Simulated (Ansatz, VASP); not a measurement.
# AlFe: VASP beside Ansatz

```
Al Fe
1.0
     2.91000    0.00000    0.00000
     0.00000    2.91000    0.00000
     0.00000    0.00000    2.91000
Al Fe
1 1
Direct
  0.00000 0.00000 0.00000
  0.50000 0.50000 0.50000
```

Alike in both runs: task single point; functional PBE; k mesh 16 × 16 × 16; occupations gaussian, width 0.05 eV; no spin polarisation.

|  | VASP | Ansatz |
| --- | --- | --- |
| version | VASP 6.6.1 | Ansatz 0.2.0 |
| potentials or method | VASP PAW PBE potentials, release 64 (Al, Fe) | scalar-relativistic, plane waves, PAW |
| plane-wave cutoff (eV) | 520 | 420 |
| valence electrons in the cell | 11 | 19 |

VASP gave:

```
gap on the k mesh at the Fermi level (eV) : none
pressure (GPa)                            : -7.1
```

Problem. Which values does Ansatz return?

Solution. gap on the k mesh at the Fermi level (eV): none; pressure (GPa): -7.0.

A gap of «none» marks a metal or a gap that the smearing closes. The two sets of potentials don't hold the same shells in valence.

Spin polarisation is off, so any magnetic state and its effect on volume and gap are missing.
